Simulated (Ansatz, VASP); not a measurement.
**Cross-check of GaP between VASP and Ansatz**

One calculation is typed for both programs; each brings its own data sets and cutoff. How far apart do they land? The cell is taken from a series of VASP runs on this material, whose earlier steps may have relaxed, scaled or displaced it; both programs get it as it stands.

Main program and level: Ansatz 0.2.0; plane waves, with VASP 6.6.1 beside it; relaxation of cell and atoms at LDA.

## (1) The starting structure

The structure is cubic, space group F-43m (No. 216). The conventional cell has a = 5.392 Å, b = 5.392 Å, c = 5.392 Å, α = 90.00°, β = 90.00°, γ = 90.00°. Nearest to Ga lie 4 P at 2.33 Å. Nearest to P lie 4 Ga at 2.33 Å. Farther neighbours are not listed.

## (2) VASP: relaxation of cell and atoms, LDA

The relaxed volume is the usual yardstick between codes: its relative difference is about their pressure difference at one cell divided by the bulk modulus.

Lines of VASP's logs that name or quote its potential files are left out, and so is its time.

The input, INCAR:

```
SYSTEM = GaP
PREC = Accurate
ENCUT = 450
EDIFF = 1E-07
NELM = 120
ISMEAR = 0
SIGMA = 0.02
LREAL = .FALSE.
ALGO = Normal
GGA = CA
NBANDS = 15
LORBIT = 11
LWAVE = .FALSE.
LCHARG = .FALSE.
KPAR = 8
IBRION = 2
NSW = 40
ISIF = 3
EDIFFG = -0.005
POTIM = 0.4
```

The input, POSCAR:

```
GaP
1.0
    0.0000000000      2.6961436787      2.6961436787
    2.6961436787      0.0000000000      2.6961436787
    2.6961436787      2.6961436787      0.0000000000
Ga P
1 1
Direct
    0.0000000000      0.0000000000      0.0000000000
    0.2500000000      0.2500000000      0.2500000000
```

The input, KPOINTS:

```
Automatic mesh
0
Gamma
10 10 10
0 0 0
```

PAW data sets: Ga_d and P (LDA family, release 64).

Command:

```sh
$ mpirun -np 8 vasp_std
```

Numbers of over 12 decimals in the logs are rounded to 6 here.

What it wrote:

```text
[banner, memory and clock lines left out]
running    8 mpi-ranks, on    1 nodes
 distrk:  each k-point on    1 cores,    8 groups
 distr:  one band on    1 cores,    1 groups

 POSCAR found type information on POSCAR GaP
 POSCAR found :  2 types and       2 ions
|                                                                             |
|           W    W    AA    RRRRR   N    N  II  N    N   GGGG   !!!           |
|           W    W   A  A   R    R  NN   N  II  NN   N  G    G  !!!           |
|           W    W  A    A  R    R  N N  N  II  N N  N  G       !!!           |
|           W WW W  AAAAAA  RRRRR   N  N N  II  N  N N  G  GGG   !            |
|           WW  WW  A    A  R   R   N   NN  II  N   NN  G    G                |
|           W    W  A    A  R    R  N    N  II  N    N   GGGG   !!!           |
|                                                                             |
|     For optimal performance we recommend to set                             |
|       NCORE = 2 up to number-of-cores-per-socket                            |
|     NCORE specifies how many cores store one orbital (NPAR=cpu/NCORE).      |
|     This setting can greatly improve the performance of VASP for DFT.       |
|     The default, NCORE=1 might be grossly inefficient on modern             |
|     multi-core architectures or massively parallel machines. Do your        |
|     Unfortunately you need to use the default for GW and RPA                |
|     calculations (for HF NCORE is supported but not extensively tested      |
|     yet).                                                                   |
|                                                                             |

 LDA part: xc-table for (Slater(with rela. corr.)+CA(PZ))
 , standard interpolation
 POSCAR, INCAR and KPOINTS ok, starting setup
 FFT: planning ... GRIDC
 FFT: planning ... GRID_SOFT
 FFT: planning ... GRID
 WAVECAR not read
 entering main loop
       N       E                     dE             d eps       ncg     rms          rms(c)
DAV:   1     0.786215732517E+02    0.78622E+02   -0.84974E+03  1418   0.160E+03
DAV:   2    -0.460074856440E+01   -0.83222E+02   -0.79840E+02  1592   0.311E+02
DAV:   3    -0.106835579556E+02   -0.60828E+01   -0.60583E+01  1809   0.682E+01
DAV:   4    -0.107835863164E+02   -0.10003E+00   -0.10000E+00  1678   0.948E+00
DAV:   5    -0.107857670216E+02   -0.21807E-02   -0.21805E-02  1881   0.124E+00    0.449E+00
DAV:   6    -0.105077709253E+02    0.27800E+00   -0.38665E-01  2170   0.113E+01    0.290E+00
DAV:   7    -0.104573047016E+02    0.50466E-01   -0.93457E-02  1823   0.224E+00    0.107E+00
DAV:   8    -0.104526791612E+02    0.46255E-02   -0.12302E-02  1803   0.129E+00    0.210E-01
DAV:   9    -0.104526412634E+02    0.37898E-04   -0.10431E-03  2072   0.422E-01    0.631E-02
DAV:  10    -0.104526386225E+02    0.26409E-05   -0.52882E-05  2168   0.897E-02    0.248E-02
DAV:  11    -0.104526447172E+02   -0.60947E-05   -0.89449E-06  1772   0.444E-02    0.752E-03
DAV:  12    -0.104526445111E+02    0.20613E-06   -0.51933E-07  1747   0.794E-03    0.506E-03
DAV:  13    -0.104526444864E+02    0.24750E-07   -0.21150E-07  1633   0.470E-03
   1 F= -.10452644E+02 E0= -.10452644E+02  d E =-.104526E+02
 curvature:   0.00 expect dE= 0.000E+00 dE for cont linesearch  0.000E+00
 trial: gam= 0.00000 g(F)=  0.348E-46 g(S)=  0.108E-06 ort = 0.000E+00 (trialstep = 0.100E+01)
 search vector abs. value=  0.108E-06
 reached required accuracy - stopping structural energy minimisation
```

OUTCAR, selected parts (step 2):

```text
ion  position               nearest neighbor table
   1  0.000  0.000  0.000-   2 2.33   2 2.33   2 2.33   2 2.33
   2  0.250  0.250  0.250-   1 2.33   1 2.33   1 2.33   1 2.33

  LATTYP: Found a face centered cubic cell.
 ALAT       =     5.3922873574

 Subroutine GETGRP returns: Found 24 space group operations
 (whereof 24 operations were pure point group operations)

The static configuration has the point symmetry T_d .

 Found     47 irreducible k-points:

   k-points           NKPTS =     47   k-points in BZ     NKDIM =     47   number of bands    NBANDS=     15

   dimension x,y,z NGX =    28 NGY =   28 NGZ =   28
   dimension x,y,z NGXF=    56 NGYF=   56 NGZF=   56

   ENCUT  =  450.0 eV  33.07 Ry    5.75 a.u.   6.60  6.60  6.60*2*pi/ulx,y,z

   NELECT =      18.0000    total number of electrons

 k-points in reciprocal lattice and weights: Automatic mesh
   0.00000000  0.00000000  0.00000000       0.001
   0.10000000  0.00000000  0.00000000       0.008
   0.20000000  0.00000000  0.00000000       0.008
   0.30000000  0.00000000  0.00000000       0.008
   0.40000000  0.00000000  0.00000000       0.008
   0.50000000  0.00000000  0.00000000       0.004
   0.10000000  0.10000000  0.00000000       0.006
   0.20000000  0.10000000  0.00000000       0.024
   0.30000000  0.10000000  0.00000000       0.024
[...]
-0.30000000  0.40000000  0.20000000       0.024
  -0.30000000  0.50000000  0.20000000       0.012

 average (electrostatic) potential at core
       1 -66.2669       2 -84.3155

 E-fermi :   4.9467

 k-point     1 :       0.0000    0.0000    0.0000
  band No.  band energies     occupation
    ...
      5      -9.8142      2.00000
      6      -7.9145      2.00000
      7       4.8415      2.00000
      8       4.8415      2.00000
      9       4.8415      2.00000
     10       6.7470      0.00000
     11       8.6259      0.00000
     12       8.6259      0.00000
     13       8.6259      0.00000
     14      13.4808      0.00000
    ...

 k-point     2 :       0.1000    0.0000    0.0000
  band No.  band energies     occupation
    ...
      5      -9.8143      2.00000
      6      -7.7789      2.00000
      7       3.6236      2.00000
      8       4.6757      2.00000
      9       4.6757      2.00000
     10       7.2841      0.00000
     11       8.8758      0.00000
     12       8.8758      0.00000
     13       8.9869      0.00000
     14      14.1652      0.00000
    ...

 k-point     3 :       0.2000    0.0000    0.0000
  band No.  band energies     occupation
    ...
      5      -9.8138      2.00000
      6      -7.3851      2.00000
      7       1.7544      2.00000
      8       4.3207      2.00000
      9       4.3207      2.00000
     10       7.1397      0.00000
     11       9.3525      0.00000
     12       9.3525      0.00000
     13      10.3834      0.00000
     14      13.7184      0.00000
    ...

  Total       -0.0013632     -0.0013632     -0.0013632      0.0000000     -0.0000000      0.0000000
  in kB       -0.0557208     -0.0557208     -0.0557208      0.0000000     -0.0000000      0.0000000
  external PRESSURE =      -0.0557208 kB  Pullay stress =       0.0000000 kB

  energy-cutoff  :      450.00
  volume of cell :       39.20
      direct lattice vectors                 reciprocal lattice vectors
     0.000000000  2.696143679  2.696143679    -0.185450057  0.185450057  0.185450057
     2.696143679  0.000000000  2.696143679     0.185450057 -0.185450057  0.185450057
     2.696143679  2.696143679  0.000000000     0.185450057  0.185450057 -0.185450057

 POSITION                                       TOTAL-FORCE (eV/Angst)
 -----------------------------------------------------------------------------------
      0.00000      0.00000      0.00000         0.000000      0.000000      0.000000
      1.34807      1.34807      1.34807        -0.000000     -0.000000     -0.000000
 -----------------------------------------------------------------------------------
    total drift:                                0.000000      0.000000      0.000000

  FREE ENERGIE OF THE ION-ELECTRON SYSTEM (eV)
  ---------------------------------------------------
  free  energy   TOTEN  =       -10.4526444864 eV

  energy  without entropy=      -10.4526444864  energy(sigma->0) =      -10.45264449

 reached required accuracy - stopping structural energy minimisation

 total charge
# of ion       s       p       d       tot
------------------------------------------
    1        0.878   0.895  10.018  11.790
    2        1.023   1.533   0.000   2.556
--------------------------------------------------
tot          1.901   2.428  10.018  14.347

[... 3 further parts left out ...]
```

CONTCAR:

```
GaP
   1.00000000000000
     0.0000000000000000    2.6961436786999999    2.6961436786999999
     2.6961436786999999    0.0000000000000000    2.6961436786999999
     2.6961436786999999    2.6961436786999999    0.0000000000000000
  Ga              P
     1     1
Direct
     0.0000000000000000    0.0000000000000000    0.0000000000000000
     0.2500000000000000    0.2500000000000000    0.2500000000000000
```

## (3) Ansatz: relaxation of cell and atoms, LDA

Ansatz runs on its default PAW (the set named soft_2) files.

The same cell, functional (in two slightly different forms), mesh and smearing now go to Ansatz, which takes its cutoff from its data sets.

The input, input.yaml:

```yaml
crystal:
  lattice:
    - [0.0, 2.6961436787, 2.6961436787]
    - [2.6961436787, 0.0, 2.6961436787]
    - [2.6961436787, 2.6961436787, 0.0]
  atoms:
    - { symbol: Ga, position: [0.0, 0.0, 0.0] }
    - { symbol: P, position: [0.25, 0.25, 0.25] }
hamiltonian:
  xc: lda
  pseudopotentials: { kind: paw }
kpoints:
  mp_grid: { grid: [10, 10, 10] }
scf:
  occupations: { method: gaussian, width: 0.02 }
relax:
  f_tol: 0.01
  max_steps: 60
  cell: { stress_tol: 0.05 }
output:
  forces: true
  stress: true
  write_density: true
  write_potential: true
  elf: true
  volumetric_format: npy
```

Command:

```sh
$ ansatz run input.yaml --threads 4 --pin off --max-ram 9216MiB --backend cpu --events-out ev --progress --plain --runs-dir out
```

What it wrote:

```text
Engine: ansatz 0.2.0, aarch64-unknown-linux-gnu
Pseudopotentials: kind: paw
Pseudopotential: Ga, paw, valence charge 13, recommended cutoff 420 eV (normal), Ga.paw.azcp
Pseudopotential: P, paw, valence charge 5, recommended cutoff 420 eV (normal), P.paw.azcp
Functional definition: SPW92
  exchange = slater_x
  correlation = pw_c
Crystal: 2 atoms, lattice volume = 39.198 Å³
Basis set: ecut = 420 eV, 749 PW (Γ)
Bands: 13, of which v1, the nominal top of the filled ones, is band 9 counted from 1 (8 counted from 0)
Symmetry: 24 space group operations
Space group: F-43m (ITA 216), of the structure as read, at distance tolerance 3.4e-5 Å
k-points: 47 of 1000 (time reversal used)
Non-local potential: Ga, projectors of the file, l = 0: 2, l = 1: 2, l = 2: 3, l = 3: 1
Non-local potential: P, projectors of the file, l = 0: 2, l = 1: 2, l = 2: 2
PAW form: soft (Blöchl's): semilocal exchange-correlation on the pseudo side does not see the compensation charge
PAW frozen core: Ga, regenerated for the run's functional, and the local potential with it (the file was generated under x = pbe(κ = 0.804, μ = 0.219515), c = pbe(β = 0.066725))
PAW frozen core: P, regenerated for the run's functional, and the local potential with it (the file was generated under x = pbe(κ = 0.804, μ = 0.219515), c = pbe(β = 0.066725))
PAW one-centre angular grid: Ga, 590 points (default); XC on 64 Gauss nodes
PAW one-centre angular grid: P, 110 points (default); XC on 64 Gauss nodes
Initial density: superposition of atomic densities (neutral atoms: chi_scale 0, normalization atom), corrected by the library's trained network
Initial wavefunctions: pseudopotential atomic-orbital guess
Functional: x = slater, c = lda
SCF iter   1: F=—  HF=-4433.774010 eV  |F-HF|=—  |Δ(HF+E_count)|=         —  Δρ=6.47e-3  dr2=1.61e-2  ethr=1.77e-3  ⟨swp⟩=6.4  Hψ=4172  notcnv=0
preconditioner: auto → none  [insulator: Δε(μ)=1.345 eV  Ē_g=15.642 eV  σ=0.020 eV  W_gap=1.00  n_scr=14 (ndim 8)  ℏωp=25.2 eV  f_vac=0.009  D(μ)=0.00/eV (n_scr^D=0)  ε∞_Penn≈3.6]
SCF iter   2: F=—  HF=-4433.768391 eV  |F-HF|=—  |Δ(HF+E_count)|=   5.62e-3  Δρ=3.06e-3  dr2=1.56e-3  ethr=8.96e-5  ⟨swp⟩=3.1  Hψ=1357  notcnv=0
SCF iter   3: F=—  HF=-4433.768003 eV  |F-HF|=—  |Δ(HF+E_count)|=   3.88e-4  Δρ=9.69e-4  dr2=2.69e-4  ethr=8.64e-6  ⟨swp⟩=2.0  Hψ=1219  notcnv=0
SCF iter   4: F=—  HF=-4433.767906 eV  |F-HF|=—  |Δ(HF+E_count)|=   9.73e-5  Δρ=3.76e-4  dr2=2.42e-5  ethr=1.49e-6  ⟨swp⟩=2.0  Hψ=1135  notcnv=0
SCF iter   5: F=—  HF=-4433.767901 eV  |F-HF|=—  |Δ(HF+E_count)|=   4.71e-6  Δρ=2.01e-5  dr2=9.75e-8  ethr=1.35e-7  ⟨swp⟩=3.0  Hψ=1129  notcnv=0
SCF iter   6: F=-4433.767901 eV  HF=-4433.767901 eV  |F-HF|=4.11e-9  |Δ(HF+E_count)|=   8.45e-9  Δρ=3.99e-6  dr2=4.26e-9  ethr=5.41e-10  ⟨swp⟩=7.6  Hψ=3905  notcnv=0
SCF 1 converged in 6 iterations: F = -4433.767901 eV  dr2 = 4.26e-9
  greatest PAW one-centre occupation: 0.994 electrons in one spin orbital (limit 2), on the Ga atom at site 0 (counted from 0), in its partial waves of l = 2
relax step   1: F+E_penalty+E_count = -4433.76790125 eV  Δ(F+E_penalty+E_count) = +0.000e0 eV  max|allowed force component| = 2.405e-16 eV/Å  Δτ_max = 0.0000 Å  P = -0.053 GPa  Ω = 39.198 Å³  (6 SCF iters, dr2 threshold 1.00e-7 eV, accepted)
[...]
relax step   2: F+E_penalty+E_count = -4433.76790938 eV  Δ(F+E_penalty+E_count) = -8.135e-6 eV  max|allowed force component| = 6.939e-17 eV/Å  Δτ_max = 0.0000 Å  P = -0.017 GPa  Ω = 39.182 Å³  energy of the carried Pulay correction = +4.726e-6 eV  (3 SCF iters, dr2 threshold 6.99e-9 eV, accepted)
[...]
relax step   3: F+E_penalty+E_count = -4433.76790939 eV  Δ(F+E_penalty+E_count) = -1.706e-9 eV  max|allowed force component| = 3.123e-17 eV/Å  Δτ_max = 0.0000 Å  P = -0.017 GPa  Ω = 39.182 Å³  stress off target by 1.68e-2 GPa  SCF on the basis re-selected at this cell (its energy is not comparable with the rows above)  (4 SCF iters)
basis re-selected at this cell: Δ(F+E_penalty+E_count) = -1.706e-9 eV, ΔP = -0.000 GPa vs the last step (what re-selecting the basis moved, of the pressure what is left beyond the Pulay correction that the steps carried, after the strain that the cell walked since its last selection, with what the two solves' SCF thresholds leave and, on support functions, any second-order correction that the steps lacked; it is no m [...]
SCF converged after 4 iterations
Free energy (F): -4433.767909 eV
Harris-Foulkes:  -4433.767909 eV  (|F-HF|=7.28e-12)
Internal energy: -4433.767909 eV  (E = F + TS)
E sigma→0 (E₀):  -4433.767909 eV
Fermi energy:    7.958059 eV
--- Per-component energies (eV) ---
  E_band       = -58.397078
  E_kinetic    = 187.677121
  E_local      = -2183.963112  (includes V_loc(G=0)·N_el)
  E_nonlocal   = 462.035333
  E_hartree    = 1009.051491
  E_xc         = -130.658576
  E_vxc        = -120.344776  (∫ρ·V_xc dr)
  E_paw        = -2452.762577  (= ΣΔE_a)
  E_vpaw       = -421.904650  (= ΣTr[D̂ρ^β])
  E_aug_tail   = -0.000127  (compensation charges beyond the density's cutoff)
  E_ewald      = -1326.993295
  E_core_change = 1.845831  (= ΣΔE_core)
  E_smearing   = -0.000000  (= −TS)
  E_closure    = 0.000000  (closes the sum)
  Σ components = -4433.767909   (vs F -4433.767909, Δ=0.00e0)
--- Forces (eV/Å), atoms counted from 1 ---
  atom   1  Ga     0.00000000     0.00000000    -0.00000000
  atom   2  P      0.00000000    -0.00000000     0.00000000
  max |Σ_I F_I| component: 2.78e-17 eV/Å
--- Stress (GPa, compression-positive) ---
       -0.016788      -0.000000       0.000000
        0.000000      -0.016788       0.000000
        0.000000       0.000000      -0.016788
  P = ⅓ Tr σ = -0.0168 GPa (-0.168 kbar)
--- Band table (eV; the first three rows and the last of 47) ---
  k-point 0: bands = [... 5 lower, -5.5105, 7.2584, 7.2584, 7.2584, 9.1385, 11.0364, 11.0364, 11.0364]
  k-point 1: bands = [... 5 lower, -5.3748, 6.0352, 7.0924, 7.0924, 9.6823, 11.2857, 11.2857, 11.3952]
  k-point 2: bands = [... 5 lower, -4.9809, 4.1640, 6.7370, 6.7370, 9.5417, 11.7613, 11.7613, 12.7887]
  k-point 46: bands = [... 5 lower, -2.2606, 0.4482, 3.5615, 3.6887, 11.2264, 11.4668, 14.0171, 14.0361]
--- Relaxed structure (2 steps of the walk, 2 accepted, 1 SCFs on fresh bases) ---
  F+E_penalty+E_count = -4433.76790939 eV   max|allowed force component| = 3.123e-17 eV/Å   (the final SCF, on the basis selected at the relaxed cell)
  cell:  # Å, volume = 39.1818 Å³
    - [0, 2.695783, 2.695783]
    - [2.695783, 0, 2.695783]
    - [2.695783, 2.695783, 0]
  atoms:
    - { symbol: Ga, position: [0, 0, 0] }
    - { symbol: P, position: [0.25, 0.25, 0.25] }
```

Run time: 2.4 s. Hardware: 4 threads of Arm Neoverse V1, shared host; peak memory 0.34 GiB; 8.3 s of CPU time.

## (4) Side by side

Known differences besides the potentials themselves: the two LDA forms differ slightly; both relaxations stop at a tolerance, which leaves soft axes loose, and VASP keeps its plane-wave basis; the cutoff is 420 eV in Ansatz and 450 eV in VASP; VASP's log shows a relativistic correction to its local exchange, Ansatz's none; Ansatz adds a Pulay correction to the stress that steers its cell, VASP none. Total energies have different zeros and are not compared.

Compared:

```csv
quantity,Ansatz,VASP,difference
volume (Å³),39.18,39.20,-0.04 %
"edge a after relaxation, in the typed setting (Å)",3.812,3.813,-0.01 %
```

The walks stopped with -0.02 GPa left in Ansatz and -0.01 GPa in VASP; each walk ends within a tolerance, so the volume difference is uncertain by about these residues over the bulk modulus, most in soft cells.

## (5) Results

| Quantity | Value |
| --- | --- |
| difference in volume (relaxation of cell and atoms, LDA) | -0.040 % |

What this shows: The difference in volume is -0.040 % (relaxation of cell and atoms, LDA), within the 1.2 % picked in this series as the mark of a large difference, as far as the stopping tolerances let one tell. Such differences can come from data sets, numerical settings and the points named under the comparisons, not from the functional's error against experiment.

[Lines on the potential files, build, host, timing and source positions are cut from VASP's logs without a mark.]

[Logs are printed without paths, hosts, clocks, repeated set-up lines and the standing remarks that a program may print on its own settings, such as how far it seeks lower states.]

[Hosts, paths, dates, database ids (printed as entryN), source tags and the programs' standing remarks are cut or masked in the printed files.]
